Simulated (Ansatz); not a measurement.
A 5-atom cell of BaZrO3 started from a crystallographic database, relaxed with r2SCAN in Ansatz. Space group Pm-3m (No. 221), cubic; conventional cell a = 4.205 Å, 14.87 Å³ an atom. Ba has 12 O at 2.97 Å; Zr has 6 O at 2.10 Å; O has 2 Zr at 2.10 Å and 4 Ba at 2.97 Å.

The axes x, y and z are those of this cell:
```
CELL_PARAMETERS angstrom
4.20535 0.00000 0.00000
0.00000 4.20535 0.00000
0.00000 0.00000 4.20535
ATOMIC_POSITIONS crystal
Ba 0.00000 0.00000 0.00000
Zr 0.50000 0.50000 0.50000
O 0.00000 0.50000 0.50000
O 0.50000 0.00000 0.50000
O 0.50000 0.50000 0.00000
```

Unstrained: PBE gives an indirect gap of 3.217 eV, from R to Γ; the least direct gap is 3.424 eV at Γ. r2SCAN gives an indirect gap of 3.732 eV, from R to Γ; the least direct gap is 3.959 eV at Γ. HSE06 gives an indirect gap of 4.686 eV, from R to Γ; the least direct gap is 4.964 eV at Γ. Meshes: PBE 6×6×6, r2SCAN 6×6×6, HSE06 4×4×4. Strains are changes of length per length, and xy shears are angles. After each strain the atoms were relaxed again with r2SCAN within the symmetry that the strain leaves, so tilts or polar shifts that break it weren't tested; points keep the names that they have in the unstrained zone. The values are computed, spin-unpolarised, and not measurements.

(1) One strain changed the r2SCAN stress by xx +0.04, yy +0.04, zz +0.04, xy +2.50 GPa (compression positive) and the gap by -0.118 eV (PBE), -0.120 eV (r2SCAN), -0.126 eV (HSE06). Which kind of strain was it, and roughly how large?

(2) Estimate what isotropic -2.37 % on every length does to the gap.

(3) Apply uniaxial -1.17 % along z, other directions held. How far does the gap move, against the unstrained cell?

Results:

(1) Xy shear, engineering strain (angle) -2.74 %. The pattern of the stress gives the kind; the size needs the stiffness, so it is an estimate.

(2) PBE: the gap goes from 3.217 to 3.378 eV (+0.161 eV). r2SCAN: the gap goes from 3.732 to 3.913 eV (+0.181 eV). HSE06: the gap goes from 4.686 to 4.870 eV (+0.184 eV). The r2SCAN energy rises by 41.3 meV an atom.

(3) PBE: the gap goes from 3.217 to 3.203 eV (-0.014 eV). r2SCAN: the gap goes from 3.732 to 3.720 eV (-0.012 eV). HSE06: the gap goes from 4.686 to 4.676 eV (-0.010 eV). The r2SCAN energy rises by 2.1 meV an atom.

The runs are scalar-relativistic, without spin-orbit coupling.

The meshes of the hybrids are coarse, so their gaps aren't converged to the digits shown.
